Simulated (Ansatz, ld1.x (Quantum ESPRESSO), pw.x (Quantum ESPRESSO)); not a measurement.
## From atom to crystal: TM potential for Cl (Z = 17)

| Item | Value |
| --- | --- |
| Element | chlorine |
| Generator | ld1.x (Quantum ESPRESSO) 7.5 |
| Type | norm-conserving Troullier–Martins (Kleinman–Bylander form) |
| Functional | PBE |
| Relativity | scalar-relativistic |
| Frozen core | [Ne] |
| Valence charge | 7 |
| Reference configuration | 3s2 3p5 |
| Partial waves | 3p (bound): rc 1.45 bohr; 3d channel at 0.05 Ry: rc 1.50 bohr; 3s (bound): rc 1.30 bohr |
| Local potential | the s channel |
| Core correction | a·sin(br)/r model core, default radius (core density twice the valence density) |

Atomic tests: cutoffs needed: 50 Ry and 80 Ry (the cutoffs (Ry, on a coarse ladder) from which the occupation-weighted sum of valence levels, in a spherical-Bessel basis at the reference potential, stays within 10 and 1 mRy of its value at 400 Ry); ghost test: no extra level below or beside the all-electron valence levels (p, d, s, f tested) (spherical-Bessel basis up to 400 Ry, 20 bohr box); largest excitation error: +210 meV (all-electron minus pseudo) for 3s2 3p1, out of 7 test configurations.

Crystal test: bcc Cl in pw.x 7.5, no spin, 13³ k-points, Fermi–Dirac smearing 0.01 Ry, cutoffs 100/400 Ry. The reference is all-electron LAPW (Ansatz 0.2.0) with the same functional, mesh and smearing; V0 and B0 come from Birch–Murnaghan fits to the pressures at five volumes. Errors are pseudo minus all-electron; Δ is the rms difference of the E(V) curves that follow from these fits, minima aligned, over ±6 % about the mean V0. Mesh and smearing are coarse, so the numbers serve the comparison and aren't converged zero-temperature values; the lattice is a test structure that the element need not adopt.

```tsv
V (Å³/atom)	P all-electron (GPa)	P pseudo (GPa)
20.830	1.44	1.58
21.378	0.56	0.66
21.926	-0.18	-0.14
22.474	-0.81	-0.68
23.022	-1.34	-1.23
```

All-electron: a0 = 3.519 Å (V0 = 21.78 Å³/atom), B0 = 28.3 GPa.

Pseudopotential: mean pressure error (GPa): +0.10; a0 (Å): 3.522; a0 error (%): +0.09; B0 error (%): -1.0; Δ (meV/atom): 0.4.

**Question.** At the middle volume, how do free energy and pressure move when the wave cutoff is lowered (ecutrho kept at four times it)?

**Answer.**

```csv
cutoff (Ry),shift of F (meV/atom),shift of P (GPa)
45,+145.7,+1.89
60,+39.1,-2.79
80,+24.3,+0.57
```

The run at the middle volume (84 k-points, 5 iterations) took about 26 s on one core of a shared host (Neoverse-V1, 64 threads, 495 GiB, load 57).
